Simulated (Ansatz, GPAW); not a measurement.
# octane-1,8-dithiol between two Al chains: relaxation, then transmission at several levels, part 3 of 4

How well does octane-1,8-dithiol between two Al chains conduct once its atoms have relaxed, and how much do cheaper levels lose?

GPAW 26.7.0 and Ansatz 0.2.0; Ansatz plane waves; relaxation of the junction with the lead ends held; PAW set soft_1 (the session's first sound run).

So far. Step 2 (Relaxation): The relaxation lowered the energy of the cell by 2.51 eV.

## (3) Plane-wave reference (PBE) (continued)

Level of this step: Ansatz plane waves; Landauer transmission by layers, zero bias; PAW set soft_1 (Ansatz).

Valence density in the cb plane at fractional x = 0.491, with atoms of Al and C and H within 0.2 Å of it. It is the smooth field of the valence electrons, not physical close to the nuclei.

Values in e/Å³, 13 rows by 16 columns, each cell a mean:
```
0.0 0.0 0.0 0.0 0.0 0.0 0.0 0.0 0.0 0.0 0.0 0.0 0.0 0.0 0.0 0.0
0.0 0.0 0.0 0.0 0.0 0.0 0.0 0.0 0.0 0.0 0.0 0.0 0.0 0.0 0.0 0.0
0.0 0.0 0.0 0.0 0.0 0.0 0.0 0.0 0.0 0.0 0.0 0.0 0.0 0.0 0.0 0.0
0.1 0.0 0.0 0.0 0.0 0.0 0.0 0.0 0.0 0.1 0.1 0.1 0.0 0.0 0.0 0.0
0.7 0.2 0.2 0.4 0.0 0.2 0.1 0.0 0.1 0.2 0.2 0.2 0.1 0.1 0.1 0.1
1.6 0.7 0.7 1.2 0.2 0.9 0.4 0.1 0.1 0.2 0.2 0.2 0.2 0.2 0.2 0.2
1.2 1.4 1.4 1.4 1.0 1.4 0.8 0.3 0.2 0.1 0.2 0.2 0.1 0.3 0.2 0.2
0.2 1.2 0.7 0.5 1.3 0.5 0.6 0.7 0.3 0.1 0.1 0.1 0.1 0.2 0.2 0.2
0.1 0.5 0.2 0.2 1.0 0.1 0.3 0.5 0.1 0.0 0.0 0.0 0.0 0.0 0.1 0.0
0.0 0.0 0.0 0.0 0.1 0.0 0.1 0.1 0.0 0.0 0.0 0.0 0.0 0.0 0.0 0.0
0.0 0.0 0.0 0.0 0.0 0.0 0.0 0.0 0.0 0.0 0.0 0.0 0.0 0.0 0.0 0.0
0.0 0.0 0.0 0.0 0.0 0.0 0.0 0.0 0.0 0.0 0.0 0.0 0.0 0.0 0.0 0.0
0.0 0.0 0.0 0.0 0.0 0.0 0.0 0.0 0.0 0.0 0.0 0.0 0.0 0.0 0.0 0.0
```
Columns run along c (16.0 Å, from fractional 0.47 to 0.83 of the cell), rows up along b (9.6 Å). Atoms in or near the plane, at fractional coordinates: C at (0.48, 0.55), C at (0.54, 0.53), H at (0.57, 0.34), C at (0.60, 0.51), Al at (0.68, 0.49), Al at (0.76, 0.50), Al at (0.81, 0.50).

The largest of the program's own error estimates on the conductance is 5.4 %. T at the Fermi level is 1.0e-5 of 2 open channels a spin.

## (4) GPAW, dzp

Localised orbitals split the wire into layers that couple to their neighbours alone, which is what the Green's function method needs; double zeta with polarisation is the usual level for numbers.

This step: GPAW LCAO, PAW setups; Landauer transmission from Green's functions with principal layers (ASE), zero bias (GPAW 26.7.0).

run.py reads:

```python
import json
import numpy as np
from ase import Atoms
from ase.transport.calculators import TransportCalculator
from gpaw import GPAW, FermiDirac
from gpaw.lcao.tools import get_lcao_hamiltonian
from scipy.linalg import eigh

# The junction with lead layers at both ends, along the third cell vector
device = Atoms(
    ['Al', 'Al', 'Al', 'Al', 'Al', 'Al', 'Al', 'S', 'H', 'C', 'H', 'H', 'C', 'H', 'H', 'C', 'H', 'H', 'C', 'H', 'H', 'C', 'H', 'H', 'C', 'H', 'H', 'C', 'H', 'H', 'C', 'H', 'S', 'Al', 'Al', 'Al', 'Al', 'Al', 'Al', 'Al'],
    positions=[
        [6.22051, 4.79945, 1.20000],
        [6.22051, 4.79945, 3.60000],
        [6.22051, 4.79945, 6.00000],
        [6.22051, 4.79945, 8.40000],
        [6.22051, 4.79945, 10.80000],
        [7.23412, 3.30313, 12.56497],
        [6.16202, 4.87580, 14.26268],
        [5.55169, 5.83693, 16.19845],
        [7.17813, 4.51092, 17.46583],
        [6.11194, 4.73453, 17.59792],
        [5.54919, 3.79450, 17.53612],
        [6.42209, 6.37545, 18.97009],
        [5.86353, 5.42660, 18.94607],
        [4.79748, 5.69359, 19.01935],
        [7.32738, 4.29003, 20.07979],
        [6.26086, 4.56041, 20.15808],
        [5.70210, 3.60987, 20.12423],
        [6.57164, 6.19412, 21.54877],
        [6.01093, 5.24460, 21.51559],
        [4.94516, 5.51987, 21.58884],
        [7.46213, 4.11458, 22.66330],
        [6.39588, 4.38818, 22.73558],
        [5.83678, 3.43775, 22.70107],
        [6.69946, 6.02195, 24.12984],
        [6.14331, 5.07002, 24.09378],
        [5.07600, 5.33710, 24.17203],
        [7.60999, 3.94060, 25.23181],
        [6.54244, 4.20174, 25.30361],
        [5.98901, 3.25004, 25.27431],
        [6.84761, 5.82647, 26.72554],
        [6.28721, 4.88577, 26.65438],
        [5.22012, 5.10477, 26.78552],
        [6.84437, 3.77223, 28.04639],
        [6.29004, 4.69785, 30.01412],
        [5.27576, 6.26763, 31.76350],
        [6.22051, 4.79945, 33.59557],
        [6.22051, 4.79945, 35.99557],
        [6.22051, 4.79945, 38.39557],
        [6.22051, 4.79945, 40.79557],
        [6.22051, 4.79945, 43.19557]],
    cell=[[12.44102, 0.0, 0.0], [0.0, 9.59889, 0.0], [0.0, 0.0, 44.39557]],
    pbc=True)

# One principal layer of the lead: the first 4 atoms of the device
lead = Atoms(
    ['Al', 'Al', 'Al', 'Al'],
    positions=[
        [6.22051, 4.79945, 1.20000],
        [6.22051, 4.79945, 3.60000],
        [6.22051, 4.79945, 6.00000],
        [6.22051, 4.79945, 8.40000]],
    cell=[[12.44102, 0.0, 0.0], [0.0, 9.59889, 0.0], [0.0, 0.0, 9.6]],
    pbc=True)

settings = dict(mode='lcao', basis='dzp', xc='PBE', h=0.2,
                occupations=FermiDirac(0.1), maxiter=250,
                mixer=dict(beta=0.1, nmaxold=8, weight=100.0),
                convergence=dict(density=0.0001))
energies = np.arange(-2, 2 + 1e-9, 0.025)
eta = 0.0001
n1, n2 = 1, 1
# k and -k transmit alike, so half of the mesh across the current serves
mesh = [(i, j) for i in range(n1) for j in range(n2) if (i, j) <= (-i % n1, -j % n2)]
weights = np.array([1 if (i, j) == (-i % n1, -j % n2) else 2 for i, j in mesh]) / (n1 * n2)

# [... helper functions left out ...]
fermi_lead = ground_state(lead, (1, 1, 12), 'lead.txt')
fermi_device = ground_state(device, (1, 1, 2), 'device.txt')
# [... loop over the mesh left out, but for ...]
        # Shift the lead onto the potential of the device's first layer
        shift = ((H[:, 0, 0] - H0[:, 0, 0]) / S0[0, 0]).real.mean()
# [...]
kT = 8.617333e-5 * 300
bias = [0.1, 0.2, 0.5, 1.0, 1.5, 2.0]
# [... integrals and printing left out ...]
```

Run with:

```console
$ OMP_NUM_THREADS=1 OPENBLAS_NUM_THREADS=1 python run.py
```

Numbers of over 12 decimals in the logs are rounded to 6 here.

Output:

```text
basis functions: device 392, principal layer 52
Fermi level: lead -3.4668 eV, device -3.1191 eV; lead shifted by 0.0139 eV
largest coupling past the next layer 1.62e-15 eV, largest misfit of the first layer 0.034 eV
  E-E_F (eV)   T (one spin)  channels
    -2.000    8.3028e-06    1.0000
    -1.975    8.6063e-06    1.0000
    -1.950    8.9292e-06    1.0000
    -1.925    9.3099e-06    1.0000
    -1.900    9.7813e-06    1.0000
    -1.875    1.0379e-05    1.0000
    -1.850    1.1146e-05    1.0000
    -1.825    1.2143e-05    1.0000
    -1.800    1.3455e-05    1.0000
    -1.775    1.5211e-05    1.0000
    -1.750    1.7612e-05    1.0000
    -1.725    2.0984e-05    1.0000
    -1.700    2.5887e-05    1.0000
    -1.675    3.3339e-05    1.0000
    -1.650    4.5331e-05    1.0000
    -1.625    6.6130e-05    1.0000
[...]
1.825    1.3534e-04    3.0000
     1.850    1.2734e-04    3.0000
     1.875    1.2066e-04    3.0000
     1.900    1.1506e-04    3.0000
     1.925    1.1033e-04    3.0000
     1.950    1.0634e-04    3.0000
     1.975    1.0297e-04    3.0000
     2.000    1.0011e-04    3.0000
conductance at 300 K: 1.0831e-05 G0 a cell; thermopower -14.3 uV/K
current from the zero-bias T(E) at 0.1 V: 8.3654e-05 uA
current from the zero-bias T(E) at 0.2 V: 0.00016576 uA
current from the zero-bias T(E) at 0.5 V: 0.00039281 uA
current from the zero-bias T(E) at 1.0 V: 0.00072983 uA
current from the zero-bias T(E) at 1.5 V: 0.001216 uA
current from the zero-bias T(E) at 2.0 V: 0.0031535 uA
```

Run time: 2.8 min. Hardware: 1 thread of Arm Neoverse V2, shared host; peak memory 1.9 GiB.

This step gave:

```
conductance                                    : 1.08e-5 G₀
thermopower                                    : -14.30 μV/K
largest coupling past the next principal layer : 1.62e-15 eV
largest misfit of the first principal layer    : 0.03396 eV
shift that aligns the lead                     : 0.01394 eV
basis functions of the junction                : 392
basis functions of a principal layer           : 52
transmission at the Fermi level (one spin)     : 1.09e-5
```

One spin. Transmission, zone mean against energy, zero at the Fermi level:

| energy (eV) | transmission, zone mean |
| --- | --- |
| -2.000 | 8.3e-6 |
| -1.900 | 9.8e-6 |
| -1.800 | 1.3e-5 |
| -1.700 | 2.6e-5 |
| -1.600 | 1.1e-4 |
| -1.500 | 0.00799 |
| -1.475 | 0.205 |
| -1.400 | 3.0e-4 |
| -1.300 | 9.5e-7 |
| -1.200 | 0 |
| -1.100 | 0 |
| -1.000 | 0 |
| -0.900 | 1.7e-11 |
| -0.800 | 0 |
| -0.700 | 0 |
| -0.600 | 0 |
| -0.500 | 0 |
| -0.400 | 0 |
| -0.300 | 2.3e-6 |
| -0.200 | 5.3e-6 |
| -0.100 | 8.4e-6 |
| 0.000 | 1.1e-5 |
| 0.100 | 1.3e-5 |
| 0.200 | 1.4e-5 |
| 0.300 | 1.5e-5 |
| 0.400 | 1.6e-5 |
| 0.500 | 1.9e-5 |
| 0.600 | 2.3e-5 |
| 0.700 | 2.9e-5 |
| 0.800 | 4.1e-5 |
| 0.900 | 7.4e-5 |
| 1.000 | 2.3e-4 |
| 1.100 | 7.8e-4 |
| 1.200 | 0.00640 |
| 1.300 | 0.0546 |
| 1.400 | 0.00664 |
| 1.500 | 0.00108 |
| 1.600 | 3.9e-4 |
| 1.700 | 2.1e-4 |
| 1.800 | 1.4e-4 |
| 1.900 | 1.2e-4 |
| 2.000 | 1.0e-4 |

Crossings of the lead's bands, unfolded to its shortest repeat. Table of open channels, zone mean by energy, zero at the Fermi level:

energy (eV), open channels, zone mean and a bar:
```
   -2.000       1.00 ##########
   -1.900       1.00 ##########
   -1.800       1.00 ##########
   -1.700       1.00 ##########
   -1.600       1.00 ##########
   -1.500       1.00 ##########
   -1.400       1.00 ##########
   -1.300       1.00 ##########
   -1.200       0.00 
   -1.100       0.00 
   -1.000       0.00 
   -0.900       0.00 
   -0.800       0.00 
   -0.700       0.00 
   -0.600       0.00 
   -0.500       0.00 
   -0.400       0.00 
   -0.300       2.00 ####################
   -0.200       2.00 ####################
   -0.100       2.00 ####################
    0.000       2.00 ####################
    0.100       2.00 ####################
    0.200       2.00 ####################
    0.300       2.00 ####################
    0.400       2.00 ####################
    0.500       2.00 ####################
    0.600       2.00 ####################
    0.700       2.00 ####################
    0.800       2.00 ####################
    0.900       2.00 ####################
    1.000       3.00 ##############################
    1.100       3.00 ##############################
    1.200       3.00 ##############################
    1.300       3.00 ##############################
    1.400       3.00 ##############################
    1.500       3.00 ##############################
    1.600       3.00 ##############################
    1.700       3.00 ##############################
    1.800       3.00 ##############################
    1.900       3.00 ##############################
    2.000       3.00 ##############################
```

Not self-consistent under bias; the bias window is split evenly. The current through one cell, from the zero-bias transmission by bias:

| bias (V) | current through one cell, from the zero-bias transmission (nA) |
| --- | --- |
| 0.100 | 0.0837 |
| 0.200 | 0.166 |
| 0.500 | 0.393 |
| 1.000 | 0.730 |
| 1.500 | 1.22 |
| 2.000 | 3.15 |

Transmission of the three most open eigenchannels against energy, zero at the Fermi level:

```
energy (eV)  channel 1  channel 2  channel 3
     -1.800     1.3e-5          0          0
     -1.700     2.6e-5          0          0
     -1.600     1.1e-4          0          0
     -1.500    0.00799          0          0
     -1.400     3.0e-4          0          0
     -1.300     9.5e-7          0          0
     -1.200          0          0          0
     -1.100          0          0          0
     -1.000          0          0          0
     -0.900    1.7e-11          0          0
     -0.800          0          0          0
     -0.700          0          0          0
     -0.600          0          0          0
     -0.500          0          0          0
     -0.400          0          0          0
     -0.300     2.3e-6     1.1e-8          0
     -0.200     5.3e-6     1.7e-8          0
     -0.100     8.4e-6     1.8e-8          0
      0.000     1.1e-5     1.7e-8          0
      0.100     1.3e-5     1.7e-8          0
      0.200     1.4e-5     1.7e-8          0
      0.300     1.5e-5     1.7e-8          0
      0.400     1.6e-5     1.6e-8          0
      0.500     1.9e-5     1.5e-8          0
      0.600     2.3e-5     1.3e-8          0
      0.700     2.9e-5     1.2e-8          0
      0.800     4.1e-5     1.2e-8          0
      0.900     7.4e-5     1.1e-8          0
      1.000     2.3e-4     1.2e-8     3.9e-9
      1.100     7.8e-4     1.5e-8     7.3e-9
      1.200    0.00640     1.5e-8     8.3e-9
      1.300     0.0546     1.3e-8     7.7e-9
      1.400    0.00664     1.2e-8     4.4e-9
      1.500    0.00108     1.3e-8     1.4e-9
      1.600     3.9e-4     1.5e-8    1.9e-10
      1.700     2.1e-4     1.7e-8    1.1e-11
      1.800     1.4e-4     2.0e-8    1.9e-10
      1.900     1.2e-4     2.5e-8    3.2e-10
      2.000     1.0e-4     3.4e-8    2.5e-10
```

Couplings past the next layer reach 1.6e-15 eV, small enough to drop; the matrix elements of the cell's first layer differ from the bulk lead's by up to 0.034 eV. That layer keeps its own values in the calculation, and only beyond it is the lead taken as perfect. The Fermi levels of lead and junction count from different zeros of potential, one for each periodic cell; with both set to zero, the small remaining shift is what aligns them. By hand: G = 1.08e-5 × 77.48 μS = 8.4e-4 μS, a resistance of 1.2e6 kΩ; at 0.1 V a linear junction would pass 8.4e-5 μA, and the integral over the bias window gives 8.4e-5 μA. Mott's formula, S = -(π²/3)(k_B²T/e) d ln T/dE, has the prefactor 7.33 μV/K·eV at 300 K; T = 1.04e-5 at -0.025 eV and 1.14e-5 at 0.025 eV give a slope of 1.93 per eV and S = -14.2 μV/K, beside -14.3 μV/K from the thermal integral, which interpolates the same grid.

## (5) GPAW, szp: basis = "szp(dzp)"

One radial function a shell plus polarisation makes the matrices smaller; the question is what that costs.

Changes to run.py since step 4:

```diff
@@ -66,3 +66,3 @@
 
-settings = dict(mode='lcao', basis='dzp', xc='PBE', h=0.2,
+settings = dict(mode='lcao', basis='szp(dzp)', xc='PBE', h=0.2,
                 occupations=FermiDirac(0.1), maxiter=250,
```

Output:

```text
basis functions: device 280, principal layer 36
Fermi level: lead -3.9591 eV, device -3.5388 eV; lead shifted by 0.0224 eV
largest coupling past the next layer 1.35e-15 eV, largest misfit of the first layer 0.042 eV
  E-E_F (eV)   T (one spin)  channels
    -2.000    3.1051e-06    1.0000
    -1.975    3.3777e-06    1.0000
    -1.950    3.6784e-06    1.0000
[...]
1.975    1.5065e-04    3.0000
     2.000    1.5027e-04    3.0000
conductance at 300 K: 1.0963e-05 G0 a cell; thermopower -22.09 uV/K
current from the zero-bias T(E) at 0.1 V: 8.4784e-05 uA
current from the zero-bias T(E) at 0.2 V: 0.00016872 uA
current from the zero-bias T(E) at 0.5 V: 0.00041364 uA
current from the zero-bias T(E) at 1.0 V: 0.00087133 uA
current from the zero-bias T(E) at 1.5 V: 0.001941 uA
current from the zero-bias T(E) at 2.0 V: 0.0092266 uA
```

Wall time 2.2 min (1 thread); peak memory 1.9 GiB.

Numbers from this step:

* conductance: 1.10e-5 G₀
* thermopower: -22.09 μV/K
* largest coupling past the next principal layer: 1.35e-15 eV
* largest misfit of the first principal layer: 0.04228 eV
* shift that aligns the lead: 0.02244 eV
* basis functions of the junction: 280
* basis functions of a principal layer: 36
* transmission at the Fermi level (one spin): 1.10e-5

The conductance, 1.1e-5 G₀, lies 1.2 % above that of the dzp run.

## (6) Minimal basis

One function for each valence shell of the setup, as for a first survey of a large system.

Changes to run.py since step 5:

```diff
@@ -66,3 +66,3 @@
 
-settings = dict(mode='lcao', basis='szp(dzp)', xc='PBE', h=0.2,
+settings = dict(mode='lcao', basis='sz(dzp)', xc='PBE', h=0.2,
                 occupations=FermiDirac(0.1), maxiter=250,
```

Output:

```text
basis functions: device 112, principal layer 16
Fermi level: lead -4.2247 eV, device -3.7608 eV; lead shifted by 0.0280 eV
largest coupling past the next layer 1.28e-15 eV, largest misfit of the first layer 0.054 eV
  E-E_F (eV)   T (one spin)  channels
    -2.000    2.6105e-06    1.0000
    -1.975    2.8908e-06    1.0000
    -1.950    3.1935e-06    1.0000
[...]
1.975    9.2277e-05    3.0000
     2.000    9.0881e-05    3.0000
conductance at 300 K: 9.0839e-06 G0 a cell; thermopower -21.4 uV/K
current from the zero-bias T(E) at 0.1 V: 7.0292e-05 uA
current from the zero-bias T(E) at 0.2 V: 0.00014009 uA
current from the zero-bias T(E) at 0.5 V: 0.00034595 uA
current from the zero-bias T(E) at 1.0 V: 0.00073061 uA
current from the zero-bias T(E) at 1.5 V: 0.0017059 uA
current from the zero-bias T(E) at 2.0 V: 0.0054945 uA
```

Elapsed: 77 s, on 1 thread; peak memory 1.8 GiB.

Numbers from this step:

- conductance: 9.08e-6 G₀
- thermopower: -21.40 μV/K
- largest coupling past the next principal layer: 1.28e-15 eV
- largest misfit of the first principal layer: 0.05357 eV
- shift that aligns the lead: 0.02803 eV
- basis functions of the junction: 112
- basis functions of a principal layer: 16
- transmission at the Fermi level (one spin): 9.12e-6

One spin. Transmission, zone mean against energy, zero at the Fermi level:

```csv
energy (eV),"transmission, zone mean"
-2.000,2.6e-6
-1.900,3.9e-6
-1.800,6.4e-6
-1.700,3.2e-10
-1.600,1.4e-8
-1.500,2.3e-12
-1.400,0
-1.300,0
-1.200,0
-1.100,1.5e-10
-1.000,0
-0.900,0
-0.800,0
-0.700,0
-0.600,0
-0.500,0
-0.400,0
-0.300,2.1e-6
-0.200,3.9e-6
-0.100,6.3e-6
0.000,9.1e-6
0.100,1.2e-5
0.200,1.4e-5
0.300,1.6e-5
0.400,1.9e-5
0.500,2.5e-5
0.600,3.7e-5
0.700,7.1e-5
0.800,1.1e-4
0.900,1.8e-4
1.000,3.8e-4
1.100,0.00122
1.200,0.00635
1.275,0.0147
1.300,0.0135
1.400,0.00287
1.500,7.1e-4
1.600,2.9e-4
1.700,1.7e-4
1.800,1.2e-4
1.900,1.0e-4
2.000,9.1e-5
```

The conductance, 9.1e-6 G₀, lies 16 % below that of the dzp run.

## (7) revPBE in the dzp basis: xc = "revPBE"

Back in the dzp basis, the functional changes from PBE to revPBE, to set the spread between functionals beside that between bases.

Changes to run.py since step 6:

```diff
@@ -66,3 +66,3 @@
 
-settings = dict(mode='lcao', basis='sz(dzp)', xc='PBE', h=0.2,
+settings = dict(mode='lcao', basis='dzp', xc='revPBE', h=0.2,
                 occupations=FermiDirac(0.1), maxiter=250,
```

Output:

```text
basis functions: device 392, principal layer 52
Fermi level: lead -3.4164 eV, device -3.0662 eV; lead shifted by 0.0103 eV
largest coupling past the next layer 9.93e-16 eV, largest misfit of the first layer 0.034 eV
  E-E_F (eV)   T (one spin)  channels
    -2.000    8.5036e-06    1.0000
    -1.975    8.7468e-06    1.0000
    -1.950    9.0164e-06    1.0000
[...]
1.975    1.0384e-04    3.0000
     2.000    1.0072e-04    3.0000
conductance at 300 K: 9.8827e-06 G0 a cell; thermopower -13.98 uV/K
current from the zero-bias T(E) at 0.1 V: 7.6334e-05 uA
current from the zero-bias T(E) at 0.2 V: 0.0001513 uA
current from the zero-bias T(E) at 0.5 V: 0.00035881 uA
current from the zero-bias T(E) at 1.0 V: 0.00066514 uA
current from the zero-bias T(E) at 1.5 V: 0.0010862 uA
current from the zero-bias T(E) at 2.0 V: 0.0023395 uA
```

The job ended after 2.7 min (1 thread; peak memory 1.9 GiB).

Numbers from this step:

- conductance: 9.88e-6 G₀
- thermopower: -13.98 μV/K
- largest coupling past the next principal layer: 9.93e-16 eV
- largest misfit of the first principal layer: 0.03438 eV
- shift that aligns the lead: 0.01028 eV
- basis functions of the junction: 392
- basis functions of a principal layer: 52
- transmission at the Fermi level (one spin): 9.97e-6

One spin. Table of transmission, zone mean by energy, zero at the Fermi level:

```csv
energy (eV),"transmission, zone mean"
-2.000,8.5e-6
-1.900,9.8e-6
-1.800,1.3e-5
-1.700,2.4e-5
-1.600,8.8e-5
-1.500,0.00393
-1.450,0.292
-1.400,4.7e-4
-1.300,7.5e-7
-1.200,0
-1.100,0
-1.000,0
-0.900,2.2e-11
-0.800,0
-0.700,0
-0.600,0
-0.500,0
-0.400,0
-0.300,2.2e-6
-0.200,4.9e-6
-0.100,7.7e-6
0.000,1.0e-5
0.100,1.1e-5
0.200,1.3e-5
0.300,1.4e-5
0.400,1.5e-5
0.500,1.7e-5
0.600,2.0e-5
0.700,2.5e-5
0.800,3.3e-5
0.900,5.0e-5
1.000,1.6e-4
1.100,5.0e-4
1.200,0.00348
1.300,0.0499
1.325,0.0597
1.400,0.0112
1.500,0.00138
1.600,4.4e-4
1.700,2.3e-4
1.800,1.5e-4
1.900,1.2e-4
2.000,1.0e-4
```

The conductance, 9.9e-6 G₀, lies 8.8 % below that of the dzp run.

[end of part 3 of 4]

[Logs are printed without paths, hosts, clocks, repeated set-up lines and the standing remarks that a program may print on its own settings, such as how far it seeks lower states.]

[Hosts, paths, dates, database ids (printed as entryN), source tags and the programs' standing remarks are cut or masked in the printed files.]
